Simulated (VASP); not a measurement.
## BaTiO3: Born charges and dielectric tensor with LDA

Crystal: BaTiO3.

```
Ba Ti O
1.0
     2.79916    1.61609    2.28897
    -2.79916    1.61609    2.28897
     0.00000   -3.23219    2.28897
Ba Ti O
1 1 3
Direct
  0.99855 0.99855 0.99855
  0.50769 0.50769 0.50769
  0.48986 0.98514 0.48986
  0.48986 0.48986 0.98514
  0.98514 0.48986 0.48986
```

The cell is a database's computed one.

- Program: VASP 6.6.1
- Task: Born charges and dielectric tensor
- Functional: LDA
- Potentials or basis: VASP PAW LDA potentials, release 64 (Ba_sv, Ti, O)
- Cutoff: 600 eV
- k mesh: 6 × 6 × 6
- Occupations: gaussian, width 0.02 eV
- Spin: no spin polarisation
- Further INCAR settings: ALGO = Normal; EDIFF = 1e-08; IBRION = 8; NSW = 1

| Property | Result |
| --- | --- |
| Band gap on the k mesh | 1.97 eV, indirect (least direct gap 2.19 eV) |
| Electronic dielectric tensor (diagonal) | 6.58, 6.58, 6.23 |
| Born charges (mean of the diagonal) | Ba +2.75; Ti +6.88; O -3.21 e |
| Highest phonon frequency at Γ, LO-TO splitting left out | 534 cm⁻¹ |

Levels at points of the mesh, in eV from the valence-band top:
```
           k point  band 14  band 15  band 16  band 17  band 18  band 19
(0.00, 0.00, 0.00)    -0.33    -0.22    -0.22     1.97     1.97     2.08
(0.50, 0.00, 0.00)    -1.76    -0.84    -0.75     2.14     3.64     3.70
(0.50, 0.50, 0.00)    -0.84    -0.82    -0.10     3.68     3.69     4.05
(0.50, 0.50, 0.50)    -0.01    -0.01     0.00     4.28     4.36     4.36
```

Phonon frequencies in cm⁻¹ (negative: imaginary):
```
              q point                                            frequencies
(0.000, 0.000, 0.000)  0 0 0 182 182 184 227 227 261 283 297 297 502 502 534
```

Electronic dielectric tensor:
```
6.58 0.00 0.00
0.00 6.58 0.00
0.00 0.00 6.23
```

Born effective charge tensors (e):
atom 1, Ba
```
2.76 0.00 0.00
0.00 2.76 0.00
0.00 0.00 2.73
```
atom 2, Ti
```
7.11 0.00 0.00
0.00 7.11 0.00
0.00 0.00 6.41
```
atom 3, O
```
-3.91  1.08  1.43
 1.08 -2.67 -0.83
 1.31 -0.76 -3.05
```
atom 4, O
```
-2.04  0.00  0.00
 0.00 -4.54  1.65
 0.00  1.52 -3.05
```
atom 5, O
```
-3.91 -1.08 -1.43
-1.08 -2.67 -0.83
-1.31 -0.76 -3.05
```

It took 12 min on 1 thread of Intel(R) Xeon(R) 6975P-C (Granite Rapids), on a shared host, peak memory 0.6 GiB.

Caveat: spin-orbit coupling is left out, which moves the levels of the heavy elements. A hybrid or GW would open this gap; LDA tends to underestimate it.
